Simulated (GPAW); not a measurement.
# Bi (Im-3m) in GPAW: further runs

Aim: see how the results for Bi move with the level of theory and the settings. Levels: BLYP, PBE. Tasks: relaxation of cell and atoms, single point.

All numbers are computed with GPAW 26.7.0; they aren't measurements. Logs are shortened: lines on timing, memory, paths and dates and some standing lists are left out, and cuts for length are marked. The log counts tension as positive stress, the text compression.

**1. The crystal as given**

Symmetry: Im-3m, No. 229, cubic system. The conventional cell has a = 3.963 Å, b = 3.963 Å, c = 3.963 Å, α = 90.00°, β = 90.00°, γ = 90.00°. Bi (site symmetry m-3m) is surrounded by 8 Bi at 3.43 Å.

This isn't the form of Bi at room conditions, which is rhombohedral.

**2. Relaxation of cell and atoms, BLYP**

Input file run.py:

```python
from ase.filters import FrechetCellFilter
from ase.io import read, write
from ase.optimize import BFGS
from gpaw import GPAW, PW, setup_paths

setup_paths.insert(0, '.')

atoms = read('POSCAR')

calc = GPAW(mode=PW(600),
            xc='BLYP',
            kpts={'size': (9, 9, 9), 'gamma': True},
            occupations={'name': 'fermi-dirac', 'width': 0.05},
            nbands=15,
            convergence={'density': 1e-05, 'forces': 0.0001},
            eigensolver='davidson',
            maxiter=150,
            txt='gpaw.txt')
atoms.calc = calc
opt = BFGS(FrechetCellFilter(atoms), trajectory='relax.traj', logfile='-')
done = opt.run(fmax=0.02, steps=40)
calc.write('gs.gpw')
write('result.traj', atoms)
print('Converged:', done)
print('Cell:', atoms.cell.cellpar().round(4))
print('Volume:', round(atoms.get_volume(), 4))
print(atoms.get_scaled_positions().round(5))
```

Input file POSCAR:

```
Bi
1.0
   -1.9814305318      1.9814305318      1.9814305318
    1.9814305318     -1.9814305318      1.9814305318
    1.9814305318      1.9814305318     -1.9814305318
Bi
1
Direct
    0.0000000000      0.0000000000      0.0000000000
```

Potentials or basis: PAW data sets generated in the run's folder for this functional, pw.

Started as:

```
> gpaw-setup -f BLYP Bi
> OMP_NUM_THREADS=1 python run.py
```

gpaw.txt:

```text
__  _  _
 | _ |_)|_||  |
 |__||  | ||/\| - 26.7.0

Input parameters:
  mode=PW(ecut=600.0),
  convergence={'density': 1e-05, 'forces': 0.0001},
  eigensolver=Davidson(niter=2),
  kpts=MonkhorstPack(size=(9, 9, 9), gamma=True),
  maxiter=150,
  nbands=15,
  occupations=Occupations(name='fermi-dirac', width=0.05),
  xc=XC(name='BLYP')

Diagonalizing LCAO Hamiltonian
Converting LCAO to pw mode

       Bi

Atoms  # Å, Bohr magnetons
|   | symbol |        x |        y |        z |    initial magnetic moments |
|---|--------|----------|----------|----------|-----------------------------|
| 0 |     Bi | 0.000000 | 0.000000 | 0.000000 | ( 0.0000,  0.0000,  0.0000) |

Unit cell  # Å
| periodic |         x |         y |         z |  lengths |     angles |
|----------|-----------|-----------|-----------|----------|------------|
|      yes | -1.981431 |  1.981431 |  1.981431 | 3.431938 | 109.471221 |
|      yes |  1.981431 | -1.981431 |  1.981431 | 3.431938 | 109.471221 |
|      yes |  1.981431 |  1.981431 | -1.981431 | 3.431938 | 109.471221 |

Number of symmetries: 48
Symmetry operations  # r_c * U_cc + t_c -> r_c
|    | kind |            matrix            |
|----|------|------------------------------|
|  0 |  σ   |  1, 1, 1,  0, 0,-1,  0,-1, 0 |
|  1 |  C4  |  1, 1, 1,  0, 0,-1, -1, 0, 0 |
|  2 |  C2  |  1, 1, 1,  0,-1, 0,  0, 0,-1 |
|  3 |  S6  |  1, 1, 1,  0,-1, 0, -1, 0, 0 |
|  4 |  S6  |  1, 1, 1, -1, 0, 0,  0, 0,-1 |
|  5 |  C4  |  1, 1, 1, -1, 0, 0,  0,-1, 0 |
|  6 |  E   |  1, 0, 0,  0, 1, 0,  0, 0, 1 |
|  7 |  σ   |  1, 0, 0,  0, 1, 0, -1,-1,-1 |
|  8 |  σ   |  1, 0, 0,  0, 0, 1,  0, 1, 0 |
[... 141 lines left out ...]
convergence criteria:
- Maximum integral of absolute [dens]ity change: 1e-05 electrons / valence electron
- Maximum change in the atomic [forces] across last 2 cycles: 0.0001 eV/Ang OR
Maximum error relative to the maximum force is below inf
- Maximum [total energy] change in last 3 cyles: 0.0005 eV / valence electron
- Maximum integral of absolute [eigenst]ate change: 4e-08 eV^2 / valence electron
maximum number of iterations: 150

SCF iterations
|iter     | |      energy | eigst |  dens |force |
|---------|-|-------------|-------|-------|------|
|iter:   1| |   -3.735668 | -0.45 |       |      |
|iter:   2| |   -3.740364 | -2.55 | -1.93 |      |
|iter:   3| |   -3.757734 | -2.95 | -1.95 |      |
|iter:   4| |   -3.759386 | -3.71 | -2.35 |      |
|iter:   5| |   -3.759978c| -3.80 | -2.66 |      |
|iter:   6| |   -3.760004c| -5.39 | -3.58 |      |
|iter:   7| |   -3.760012c| -6.04 | -4.27 |      |
|iter:   8| |   -3.760015c| -6.30 | -4.78 |      |
|iter:   9| |   -3.760015c| -7.38 | -5.33c|      |
|iter:  10| |   -3.760015c| -7.24 | -5.53c|      |
|iter:  11| |   -3.760016c| -8.36c| -5.56c|      |
|iter:  12| |   -3.760016c|-10.78c| -6.62c|-23.59c|

Converged in 12 steps
Energy contributions relative to reference atoms: (reference = -584877.751990)

Energy contributions:
  Kinetic:          18.810023
  Coulomb:         -17.286815
  Zero:             -1.290149
  External:          0.000000
  Xc:               -3.991202
  Entropy:          -0.003745
  Spinorbit:         0.000000
  ----------------------------
  Free energy:      -3.761888
  Extrapolated:     -3.760016
[... 26 lines left out ...]
Stress tensor  # eV/Ang^3
|         x |         y |         z |
|-----------|-----------|-----------|
| -0.030299 |  0.000000 |  0.000000 |
|  0.000000 | -0.030299 | -0.000000 |
|  0.000000 | -0.000000 | -0.030299 |

Forces  # eV/Ang
|       x |       y |       z |
|---------|---------|---------|
| 0.00000 | 0.00000 | 0.00000 |  # Bi   0

Interpolating wave functions to new cell

       Bi

Atoms  # Å, Bohr magnetons
|   | symbol |         x |        y |        z |    initial magnetic moments |
|---|--------|-----------|----------|----------|-----------------------------|
| 0 |     Bi | -0.000000 | 0.000000 | 0.000000 | ( 0.0000,  0.0000,  0.0000) |

Unit cell  # Å
| periodic |         x |         y |         z |  lengths |     angles |
|----------|-----------|-----------|-----------|----------|------------|
|      yes | -2.008298 |  2.008298 |  2.008298 | 3.478474 | 109.471221 |
|      yes |  2.008298 | -2.008298 |  2.008298 | 3.478474 | 109.471221 |
|      yes |  2.008298 |  2.008298 | -2.008298 | 3.478474 | 109.471221 |

Number of symmetries: 48
Symmetry operations  # r_c * U_cc + t_c -> r_c
|    | kind |            matrix            |
|----|------|------------------------------|
|  0 |  σ   |  1, 1, 1,  0, 0,-1,  0,-1, 0 |
|  1 |  C4  |  1, 1, 1,  0, 0,-1, -1, 0, 0 |
|  2 |  C2  |  1, 1, 1,  0,-1, 0,  0, 0,-1 |
|  3 |  S6  |  1, 1, 1,  0,-1, 0, -1, 0, 0 |
|  4 |  S6  |  1, 1, 1, -1, 0, 0,  0, 0,-1 |
|  5 |  C4  |  1, 1, 1, -1, 0, 0,  0,-1, 0 |
|  6 |  E   |  1, 0, 0,  0, 1, 0,  0, 0, 1 |
|  7 |  σ   |  1, 0, 0,  0, 1, 0, -1,-1,-1 |
|  8 |  σ   |  1, 0, 0,  0, 0, 1,  0, 1, 0 |
[... 204 lines left out ...]
Stress tensor  # eV/Ang^3
|         x |         y |         z |
|-----------|-----------|-----------|
| -0.015353 | -0.000000 |  0.000000 |
| -0.000000 | -0.015353 |  0.000000 |
|  0.000000 |  0.000000 | -0.015353 |

Forces  # eV/Ang
|       x |       y |       z |
|---------|---------|---------|
| 0.00000 | 0.00000 | 0.00000 |  # Bi   0

Interpolating wave functions to new cell

       Bi

Atoms  # Å, Bohr magnetons
|   | symbol |        x |         y |         z |    initial magnetic moments |
|---|--------|----------|-----------|-----------|-----------------------------|
| 0 |     Bi | 0.000000 | -0.000000 | -0.000000 | ( 0.0000,  0.0000,  0.0000) |

Unit cell  # Å
| periodic |         x |         y |         z |  lengths |     angles |
|----------|-----------|-----------|-----------|----------|------------|
|      yes | -2.038738 |  2.038738 |  2.038738 | 3.531198 | 109.471221 |
|      yes |  2.038738 | -2.038738 |  2.038738 | 3.531198 | 109.471221 |
|      yes |  2.038738 |  2.038738 | -2.038738 | 3.531198 | 109.471221 |

Number of symmetries: 48
Symmetry operations  # r_c * U_cc + t_c -> r_c
|    | kind |            matrix            |
|----|------|------------------------------|
|  0 |  σ   |  1, 1, 1,  0, 0,-1,  0,-1, 0 |
|  1 |  C4  |  1, 1, 1,  0, 0,-1, -1, 0, 0 |
|  2 |  C2  |  1, 1, 1,  0,-1, 0,  0, 0,-1 |
|  3 |  S6  |  1, 1, 1,  0,-1, 0, -1, 0, 0 |
|  4 |  S6  |  1, 1, 1, -1, 0, 0,  0, 0,-1 |
|  5 |  C4  |  1, 1, 1, -1, 0, 0,  0,-1, 0 |
|  6 |  E   |  1, 0, 0,  0, 1, 0,  0, 0, 1 |
|  7 |  σ   |  1, 0, 0,  0, 1, 0, -1,-1,-1 |
|  8 |  σ   |  1, 0, 0,  0, 0, 1,  0, 1, 0 |
[... 204 lines left out ...]
Stress tensor  # eV/Ang^3
|         x |         y |         z |
|-----------|-----------|-----------|
| -0.001853 |  0.000000 |  0.000000 |
|  0.000000 | -0.001853 | -0.000000 |
|  0.000000 | -0.000000 | -0.001853 |

Forces  # eV/Ang
|       x |        y |        z |
|---------|----------|----------|
| 0.00000 | -0.00000 | -0.00000 |  # Bi   0

Interpolating wave functions to new cell

       Bi

Atoms  # Å, Bohr magnetons
|   | symbol |        x |         y |         z |    initial magnetic moments |
|---|--------|----------|-----------|-----------|-----------------------------|
| 0 |     Bi | 0.000000 | -0.000000 | -0.000000 | ( 0.0000,  0.0000,  0.0000) |

Unit cell  # Å
| periodic |         x |         y |         z |  lengths |     angles |
|----------|-----------|-----------|-----------|----------|------------|
|      yes | -2.043175 |  2.043175 |  2.043175 | 3.538882 | 109.471221 |
|      yes |  2.043175 | -2.043175 |  2.043175 | 3.538882 | 109.471221 |
|      yes |  2.043175 |  2.043175 | -2.043175 | 3.538882 | 109.471221 |

Number of symmetries: 48
Symmetry operations  # r_c * U_cc + t_c -> r_c
|    | kind |            matrix            |
|----|------|------------------------------|
|  0 |  σ   |  1, 1, 1,  0, 0,-1,  0,-1, 0 |
|  1 |  C4  |  1, 1, 1,  0, 0,-1, -1, 0, 0 |
|  2 |  C2  |  1, 1, 1,  0,-1, 0,  0, 0,-1 |
|  3 |  S6  |  1, 1, 1,  0,-1, 0, -1, 0, 0 |
|  4 |  S6  |  1, 1, 1, -1, 0, 0,  0, 0,-1 |
|  5 |  C4  |  1, 1, 1, -1, 0, 0,  0,-1, 0 |
|  6 |  E   |  1, 0, 0,  0, 1, 0,  0, 0, 1 |
|  7 |  σ   |  1, 0, 0,  0, 1, 0, -1,-1,-1 |
|  8 |  σ   |  1, 0, 0,  0, 0, 1,  0, 1, 0 |
[... 149 lines left out ...]
SCF iterations
|iter     | |      energy | eigst |  dens |force |
|---------|-|-------------|-------|-------|------|
|iter:   1| |   -3.802775 |       |       |      |
|iter:   2| |   -3.802607 | -4.78 | -2.55 |      |
|iter:   3| |   -3.801590c| -4.53 | -2.58 |      |
|iter:   4| |   -3.801576c| -5.61 | -3.49 |      |
|iter:   5| |   -3.801583c| -5.24 | -3.65 |      |
|iter:   6| |   -3.801583c| -6.77 | -4.58 |      |
|iter:   7| |   -3.801583c| -7.40c| -4.86 |      |
|iter:   8| |   -3.801583c| -8.51c| -5.57c|      |
|iter:   9| |   -3.801583c| -8.07c| -5.92c|-23.07c|

Converged in 9 steps
Energy contributions relative to reference atoms: (reference = -584877.751990)

Energy contributions:
  Kinetic:          14.561296
  Coulomb:         -13.782606
  Zero:             -1.301320
  External:          0.000000
  Xc:               -3.276298
  Entropy:          -0.005309
  Spinorbit:         0.000000
  ----------------------------
  Free energy:      -3.804237
  Extrapolated:     -3.801583
[... 26 lines left out ...]
Stress tensor  # eV/Ang^3
|         x |         y |         z |
|-----------|-----------|-----------|
| -0.000152 | -0.000000 |  0.000000 |
| -0.000000 | -0.000152 |  0.000000 |
|  0.000000 |  0.000000 | -0.000152 |

Forces  # eV/Ang
|       x |       y |        z |
|---------|---------|----------|
| 0.00000 | 0.00000 | -0.00000 |  # Bi   0

# Writing to gs.gpw (mode='')
```

Wall time 33 s (1 thread of Arm Neoverse V1, shared host); peak memory 0.18 GiB.

What came out:

| Item | Value |
| --- | --- |
| Free energy | -3.8042 eV |
| Relaxed volume | 34.12 Å³/atom |
| Relaxed cell | a = 3.539 Å, b = 3.539 Å, c = 3.539 Å, α = 109.47°, β = 109.47°, γ = 109.47° |
| Space group after relaxing (to 0.05 Å) | Im-3m (No. 229) |
| Energy gained by relaxing | 41.6 meV/atom |
| Ionic steps | 4 |
| Pressure after relaxing | 0.0 GPa |
| Band gap on the k mesh | none (metal or under the smearing width) |

The path:
```csv
step,energy change (eV),largest force (eV/Å),pressure (GPa),volume (Å³)
1,0.0000,0.0000,4.85,31.12
2,-0.0291,0.0000,2.46,32.40
3,-0.0414,0.0000,0.30,33.90
4,-0.0416,0.0000,0.02,34.12
```

Final structure:
```cif
data_structure
_symmetry_space_group_name_H-M 'P 1'
_symmetry_Int_Tables_number 1
_cell_length_a 3.5389
_cell_length_b 3.5389
_cell_length_c 3.5389
_cell_angle_alpha 109.471
_cell_angle_beta 109.471
_cell_angle_gamma 109.471
_cell_volume 34.12
loop_
_atom_site_label
_atom_site_type_symbol
_atom_site_fract_x
_atom_site_fract_y
_atom_site_fract_z
_atom_site_occupancy
Bi1 Bi 0.00000 0.00000 0.00000 1
```

Caveat: later steps reuse the first step's grids; spin-orbit coupling is left out, which moves the levels of the heavy elements.

**3. Single point, PBE**

Input file run.py:

```python
from ase.dft.bandgap import bandgap
from ase.io import read, write
from ase.units import GPa
from gpaw import GPAW, PW

atoms = read('POSCAR')

calc = GPAW(mode=PW(600),
            xc='PBE',
            kpts={'size': (9, 9, 9), 'gamma': True},
            occupations={'name': 'methfessel-paxton', 'order': 0, 'width': 0.012},
            nbands=15,
            convergence={'density': 1e-05, 'energy': 1e-05},
            maxiter=150,
            txt='gpaw.txt')
atoms.calc = calc
energy = atoms.get_potential_energy()
forces = atoms.get_forces()
stress = atoms.get_stress()
calc.write('gs.gpw')
write('result.traj', atoms)
print(f'Energy: {energy:.6f} eV')
print('Forces (eV/A):')
print(forces.round(4))
print('Stress (GPa):', (stress / GPa).round(3))
print('Fermi level:', round(calc.get_fermi_level(), 4), 'eV')
print(f'Gap: {bandgap(calc)[0]:.4f} eV, direct: {bandgap(calc, direct=True)[0]:.4f} eV')
```

POSCAR is that of step 2.

Potentials or basis: GPAW PAW data sets (gpaw-data 1.2.1), pw.

Started as:

```
> OMP_NUM_THREADS=1 python run.py
```

Run time: 8.1 s. Hardware: 1 thread of Arm Neoverse V1, shared host; peak memory 0.14 GiB.

It converged, with:

```
Free energy            : -4.5558 eV
Pressure               : 0.7 GPa
Band gap on the k mesh : none (metal or under the smearing width)
```

Levels at points of the mesh, in eV from the Fermi level:
```csv
k point,band 4,band 5,band 6,band 7,band 8,band 9,band 10,band 11
"(0.00, 0.00, 0.00)",-23.14,-23.14,-13.46,5.07,5.07,5.07,9.23,10.53
```

Caveat: spin-orbit coupling is left out, which moves the levels of the heavy elements.
